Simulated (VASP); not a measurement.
# TePb (kl) (Fm-3m) in VASP: notebook

Runs on TePb (kl). Level: LDA. Tasks: single point, relaxation of cell and atoms.

Everything below comes from runs of VASP 6.6.1. Logs are shortened: lines on timing, memory, paths and dates and some standing lists are left out, and cuts for length are marked.

**Experimental background.**

From a printed reference work, monograph, for a bulk crystal of TePb at 4.2 K: band gap 0.19 eV (direct).

The results are compared with them further down.

**1. The cell of the first run**

Symmetry: Fm-3m, No. 225, cubic system. Conventional cell: a = 6.381 Å, b = 6.381 Å, c = 6.381 Å, α = 90.00°, β = 90.00°, γ = 90.00°. Within 4.2 Å of Te (site symmetry m-3m) lie 6 Pb at 3.19 Å. Within 4.2 Å of Pb (site symmetry m-3m) lie 6 Te at 3.19 Å.

**2. Single point, LDA**

INCAR

```
SYSTEM = TePb
ALGO = Normal
EDIFF = 1E-6
ENCUT = 500
GGA = CA
GGA_COMPAT = .False.
ISIF = 2
ISMEAR = 0
LASPH = .True.
LCHARG = .False.
LREAL = .False.
LWAVE = .False.
NBANDS = 17
NELM = 120
PREC = Accurate
SIGMA = 0.02
```

KPOINTS

```
k-points
0
Gamma
  10 10 10
  0 0 0
```

POSCAR

```
TePb
1.0
    0.0000000000      3.1904664676      3.1904664676
    3.1904664676      0.0000000000      3.1904664676
    3.1904664676      3.1904664676      0.0000000000
Te Pb
1 1
Direct
    0.5000000000      0.5000000000      0.5000000000
    0.0000000000      0.0000000000      0.0000000000
```

Potentials or basis: VASP PAW LDA potentials, release 64 (Te, Pb_d).

Run with:

```bash
$ cat potpaw_LDA.64/Te/POTCAR potpaw_LDA.64/Pb_d/POTCAR > POTCAR
$ mpirun -np 1 vasp_std > vasp.out
```

OUTCAR:

```text
SYSTEM = TePb
   EDIFF = 1E-6
   ENCUT = 500
   GGA = CA
   ISIF = 2
   ISMEAR = 0
   LASPH = .True.
   LREAL = .False.
   NELM = 120
   PREC = Accurate

 ion  position               nearest neighbor table
   1  0.500  0.500  0.500-   2 3.19   2 3.19   2 3.19   2 3.19   2 3.19   2 3.19
   2  0.000  0.000  0.000-   1 3.19   1 3.19   1 3.19   1 3.19   1 3.19   1 3.19

  LATTYP: Found a face centered cubic cell.
 ALAT       =     6.3809329352

  Lattice vectors:

 A1 = (   0.0000000000,   3.1904664676,   3.1904664676)
 A2 = (   3.1904664676,   0.0000000000,   3.1904664676)
 A3 = (   3.1904664676,   3.1904664676,   0.0000000000)

Analysis of symmetry for initial positions (statically):
=====================================================================
 Subroutine PRICEL returns:
 Original cell was already a primitive cell.

 Routine SETGRP: Setting up the symmetry group for a
 face centered cubic supercell.

 Subroutine GETGRP returns: Found 48 space group operations
 (whereof 48 operations were pure point group operations)
 out of a pool of 48 trial point group operations.

The static configuration has the point symmetry O_h .

Analysis of symmetry for dynamics (positions and initial velocities):
=====================================================================
 Subroutine PRICEL returns:
 Original cell was already a primitive cell.

 Routine SETGRP: Setting up the symmetry group for a
 face centered cubic supercell.

 Subroutine GETGRP returns: Found 48 space group operations
 (whereof 48 operations were pure point group operations)
 out of a pool of 48 trial point group operations.

The dynamic configuration has the point symmetry O_h .

 Subroutine INISYM returns: Found 48 space group operations
 (whereof 48 operations are pure point group operations),
 and found     1 'primitive' translations

----------------------------------------------------------------------------------------

                                     Primitive cell

  volume of cell :      64.9520

  direct lattice vectors                    reciprocal lattice vectors
     0.000000000  3.190466468  3.190466468    -0.156716896  0.156716896  0.156716896
     3.190466468  0.000000000  3.190466468     0.156716896 -0.156716896  0.156716896
     3.190466468  3.190466468  0.000000000     0.156716896  0.156716896 -0.156716896

  length of vectors
     4.512000949  4.512000949  4.512000949     0.271441625  0.271441625  0.271441625

  position of ions in fractional coordinates (direct lattice)
     0.500000000  0.500000000  0.500000000
     0.000000000  0.000000000  0.000000000

  ion indices of the primitive-cell ions
   primitive index   ion index
                 1           1
                 2           2

----------------------------------------------------------------------------------------

 KPOINTS: k-points

Automatic generation of k-mesh.
 Grid dimensions read from file:
 generate k-points for:   10   10   10

 Generating k-lattice:

  Cartesian coordinates                     Fractional coordinates (reciprocal lattice)
    -0.015671690  0.015671690  0.015671690     0.100000000  0.000000000  0.000000000
     0.015671690 -0.015671690  0.015671690     0.000000000  0.100000000  0.000000000
     0.015671690  0.015671690 -0.015671690     0.000000000  0.000000000  0.100000000

  Length of vectors
     0.027144163  0.027144163  0.027144163

  Shift w.r.t. Gamma in fractional coordinates (k-lattice)
     0.000000000  0.000000000  0.000000000

 Subroutine IBZKPT returns following result:
 ===========================================

 Found     47 irreducible k-points:

 Following reciprocal coordinates:
            Coordinates               Weight
  0.000000  0.000000  0.000000      1.000000
  0.100000  0.000000  0.000000      8.000000
  0.200000  0.000000  0.000000      8.000000
  0.300000  0.000000  0.000000      8.000000
  0.400000  0.000000  0.000000      8.000000
  0.500000  0.000000  0.000000      4.000000
[... 16 lines left out ...]
  0.300000  0.300000  0.000000      6.000000
  0.400000  0.300000  0.000000     24.000000
 [... further k-points ...]
   k-points           NKPTS =     47   k-points in BZ     NKDIM =     47   number of bands    NBANDS=     17
   number of dos      NEDOS =    301   number of ions     NIONS =      2
   total plane-waves  NPLWV =  46656
   dimension x,y,z NGX =    36 NGY =   36 NGZ =   36
   dimension x,y,z NGXF=    72 NGYF=   72 NGZF=   72
   ions per type =               1   1
   NGX,Y,Z   is equivalent  to a cutoff of  13.26, 13.26, 13.26 a.u.
   NGXF,Y,Z  is equivalent  to a cutoff of  26.53, 26.53, 26.53 a.u.
 SYSTEM =  TePb
   PREC   = accura    normal or accurate (medium, high low for compatibility)
   ISTART =      0    job   : 0-new  1-cont  2-samecut
   ICHARG =      2    charge: 1-file 2-atom 10-const
   ISPIN  =      1    spin polarized calculation?
   LNONCOLLINEAR =      F non collinear calculations
   LSORBIT =      F    spin-orbit coupling
   LASPH  =      T    aspherical Exc in radial PAW
   ENCUT  =  500.0 eV  36.75 Ry    6.06 a.u.   8.23  8.23  8.23*2*pi/ulx,y,z
   NELM   =    120;   NELMIN=  2; NELMDL= -5     # of ELM steps
   EDIFF  = 0.1E-05   stopping-criterion for ELM
   LREAL  =      F    real-space projection
   EDIFFG = 0.1E-04   stopping-criterion for IOM
   NSW    =      0    number of steps for IOM
   IBRION =     -1    ionic relax: 0-MD 1-quasi-New 2-CG
   NFREE  =      0    steps in history (QN), initial steepest desc. (CG)
   ISIF   =      2    stress and relaxation
   ISYM   =      2    0-nonsym 1-usesym 2-fastsym
   POTIM  = 0.5000    time-step for ionic-motion
   TEBEG  =    0.0;   TEEND  =   0.0 temperature during run
   PSTRESS=    0.0 pullay stress
   NELECT =      20.0000    total number of electrons
   NUPDOWN=      -1.0000    fix difference up-down
   EMIN   =  10.00;   EMAX   =-10.00  energy-range for DOS
   EFERMI =   0.00;   METHOD = LEGACY
   ISMEAR =     0;   SIGMA  =   0.02  broadening in eV -4-tet -1-fermi 0-gaus
   EFERMI_NEDOS =   21; number of points for ismear=-14 and -15
   IALGO  =     38    algorithm
   IMIX   =      4    mixing-type and parameters
     AMIX     =   0.40;   BMIX     =  1.00
     AMIX_MAG =   1.60;   BMIX_MAG =  1.00
  volume/ion in A,a.u.               =      32.48       219.16
  Fermi-wavevector in a.u.,A,eV,Ry     =   1.105488  2.089069 16.627726  1.222103
  Thomas-Fermi vector in A             =   2.241976
   LORBIT       =      0    0 simple, 1 ext, 2 COOP (PROOUT), +10 PAW based schemes
   GGA     = CA    functional components
   LHFCALC =     F    Hartree Fock is set to
   AEXX    =    0.0000 exact exchange contribution
   IVDW    =     0    specifies the selected vdW correction
   LEPSILON=     F    determine dielectric tensor
   LRPA    =     F    only Hartree local field effects (RPA)
 non-spin polarized calculation
 Gauss-broadening in eV      SIGMA  =   0.02
  energy-cutoff  :      500.00
  volume of cell :       64.95
 maximum number of plane-waves:      1676
 NGX is ok and might be reduce to    36
   NGX = 17   NGY = 17   NGZ = 17

 number of electron      19.9999999 magnetization

 Free energy of the ion-electron system (eV)
  ---------------------------------------------------
  ext. energy  EPLUGINS =         0.00000000
  ---------------------------------------------------
  free energy    TOTEN  =        -8.77506936 eV

  energy without entropy =       -8.77506936  energy(sigma->0) =       -8.77506936

 E-fermi :   6.0321     XC(G=0):  -9.7413

 val. band max:        5.9262770946   @ k =   0.5000   0.0000   0.0000
 cond. band min:       6.4811173103   @ k =   0.5000   0.0000   0.0000
 fundamental gap:      0.5548402157
 Fermi energy:         6.0320782219

 k-point     1 :       0.0000    0.0000    0.0000
  band No.  band energies     occupation
      1     -10.8199      2.00000
      2     -10.8199      2.00000
      3     -10.8030      2.00000
      4     -10.8030      2.00000
      5     -10.8030      2.00000
      6      -6.4589      2.00000
[... 9 lines left out ...]
     16      11.6121      0.00000
     17      13.0500      0.00000

 k-point     2 :       0.1000    0.0000    0.0000
  band No.  band energies     occupation
      1     -10.8213      2.00000
      2     -10.8213      2.00000
      3     -10.8028      2.00000
      4     -10.8014      2.00000
      5     -10.8014      2.00000
      6      -6.3683      2.00000
[... 9 lines left out ...]
     16      11.8090      0.00000
     17      13.8528      0.00000

 k-point     3 :       0.2000    0.0000    0.0000
  band No.  band energies     occupation
      1     -10.8255      2.00000
      2     -10.8255      2.00000
      3     -10.8021      2.00000
      4     -10.7967      2.00000
      5     -10.7967      2.00000
      6      -6.1024      2.00000
[... 9 lines left out ...]
     16      12.3450      0.00000
     17      15.3981      0.00000

 k-point     4 :       0.3000    0.0000    0.0000
  band No.  band energies     occupation
      1     -10.8313      2.00000
      2     -10.8313      2.00000
      3     -10.8014      2.00000
      4     -10.7902      2.00000
      5     -10.7902      2.00000
      6      -5.6857      2.00000
[... 9 lines left out ...]
     16      13.1798      0.00000
     17      16.9312      0.00000
[... 343 lines left out ...]
      1     -10.8335      2.00000
      2     -10.8334      2.00000
      3     -10.7995      2.00000
      4     -10.7918      2.00000
      5     -10.7887      2.00000
      6      -5.5485      2.00000
[... 9 lines left out ...]
     16      14.6258      0.00000
     17      15.0797      0.00000

 k-point    23 :       0.3000    0.3000    0.0000
  band No.  band energies     occupation
      1     -10.8650      2.00000
      2     -10.8112      2.00000
      3     -10.8110      2.00000
      4     -10.7832      2.00000
      5     -10.7832      2.00000
      6      -5.4477      2.00000
[... 9 lines left out ...]
     16      14.8523      0.00000
     17      15.1958      0.00000

 k-point    24 :       0.4000    0.3000    0.0000
  band No.  band energies     occupation
      1     -10.8748      2.00000
      2     -10.8119      2.00000
      3     -10.8109      2.00000
      4     -10.7799      2.00000
      5     -10.7787      2.00000
      6      -5.1110      2.00000
[... 9 lines left out ...]
     16      15.5954      0.00000
     17      16.1001      0.00000

 [... further k-points ...]

------------------------ aborting loop because EDIFF is reached ----------------------------------------

  FORCE on cell =-STRESS in cart. coord.  units (eV):
  Direction    XX          YY          ZZ          XY          YZ          ZX
  --------------------------------------------------------------------------------------
  -------------------------------------------------------------------------------------
  Total        0.0219743      0.0219743      0.0219743     -0.0000000      0.0000000      0.0000000
  in kB        0.5420421      0.5420421      0.5420421     -0.0000000      0.0000000      0.0000000
  external PRESSURE =       0.5420421 kB  Pullay stress =       0.0000000 kB

 VOLUME and BASIS-vectors are now :
 -----------------------------------------------------------------------------
  energy-cutoff  :      500.00
  volume of cell :       64.95
      direct lattice vectors                 reciprocal lattice vectors
     0.000000000  3.190466468  3.190466468    -0.156716896  0.156716896  0.156716896
     3.190466468  0.000000000  3.190466468     0.156716896 -0.156716896  0.156716896
     3.190466468  3.190466468  0.000000000     0.156716896  0.156716896 -0.156716896

 POSITION                                       TOTAL-FORCE (eV/Angst)
 -----------------------------------------------------------------------------------
      3.19047      3.19047      3.19047        -0.000000      0.000000      0.000000
      0.00000      0.00000      0.00000         0.000000     -0.000000     -0.000000
 -----------------------------------------------------------------------------------
    total drift:                               -0.000000      0.000000      0.000000

  FREE ENERGIE OF THE ION-ELECTRON SYSTEM (eV)
  ---------------------------------------------------
  free  energy   TOTEN  =        -8.7750693602 eV

  energy  without entropy=       -8.7750693602  energy(sigma->0) =       -8.77506936
```

It took 32 s on 1 thread of Intel Xeon 6975P-C, shared host; peak memory 0.2 GiB.

What came out:

```
Free energy            : -8.7751 eV
Pressure               : 0.1 GPa
Band gap on the k mesh : 0.55 eV, direct
```

Caveat: spin-orbit coupling is left out, which moves the levels of the heavy elements.

(Continued in part 2 of 2.)
